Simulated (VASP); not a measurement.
Input of a VASP 6.6.1 run:

Contents of INCAR:

```
SYSTEM = InAs
  PREC = Accurate
  ENCUT = 450
  EDIFF = 1E-6
  ISMEAR = 0
  SIGMA = 0.02
  LREAL = .FALSE.
  LASPH = .TRUE.
  NELM = 80
  ALGO = Normal
  ISIF = 2
  LWAVE = .FALSE.
  LCHARG = .FALSE.
  GGA = PE
```

Contents of KPOINTS:

```
Automatic mesh
0
G
  5 5 5
  0 0 0
```

File POSCAR:

```
InAs
1.0
    0.0000000000      2.8773040000      2.8773040000
    2.8773040000      0.0000000000      2.8773040000
    2.8773040000      2.8773040000      0.0000000000
In As
1 1
Direct
    0.5000000000      0.5000000000      0.5000000000
    0.0000000000      0.0000000000      0.0000000000
```

Potentials or basis: VASP PAW PBE potentials, release 64 (In_d_GW, As_GW).

The run is started by

```sh
$ cat potpaw_PBE.64/In_d_GW/POTCAR potpaw_PBE.64/As_GW/POTCAR > POTCAR
$ mpirun -np 1 vasp_std > vasp.out
```

(1) Predict the band gap on the k mesh.

(2) What does it give for the pressure?

Answers

(1) none (metal or under the smearing width).

(2) -0.2 GPa.

Caveat: the k mesh is coarse (spacing up to 0.38 Å⁻¹), so the values aren't converged.
